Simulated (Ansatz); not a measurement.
**AlRu under pressure: fit and missing row**

AlRu, Pm-3m, a = 2.982 Å. The structure is a Materials Project entry; whether it is the stable form wasn't checked. Ansatz: r2SCAN, PAW, 500 eV, Γ-centred 14×14×14 mesh on 2 atoms, Gaussian smearing 0.10 eV; no spin polarisation. Cell and atoms are relaxed at each pressure, and no other structure is tried, so the rows at high pressure may lie past a change of phase.

| V (Å³/atom) | P (GPa) |
| --- | --- |
| 10.412 | 90.00 |
| 11.301 | 50.00 |
| 12.091 | 25.00 |
| ? | 11.94 |
| 13.035 | 4.03 |
| 13.207 | 1.00 |
| 13.265 | 0.02 |
| 13.327 | -1.00 |

Question: Take V0 = 13.265 Å³/atom, count pressures from its P0 = 0.02 GPa, fit the third-order Birch–Murnaghan form to the other rows, and predict the missing volume.

Answer: With the Eulerian strain f = ½[(V0/V)^(2/3) − 1] and y = (P − P0)/[3f(1 + 2f)^(5/2)], the form is the line y = B0 + 1.5 B0 (B0′ − 4) f. Rows (f, y): 0.08760, 228.7; 0.05637, 226.3; 0.03186, 224.0; 0.00586, 221.6; 0.00146, 222.1; -0.00155, 221.1. Means f = 0.03027, y = 223.97; Σ(Δf)² = 0.006409, ΣΔfΔy = 0.5351; the slope is their ratio. y = 221.4 + 83.49 f GPa, so B0 = 221.4 GPa and B0′ = 4 + 2 × (83.49)/(3 × 221.4) = 4.25. P = 11.94 GPa is met at f = 0.01645 (y = 222.77), so V = V0 (1 + 2f)^(−3/2) = 12.636 Å³/atom. The run gave 12.636 Å³/atom, the same to the digits shown.

The mesh isn't the same in all rows (14×14×14, 16×16×16).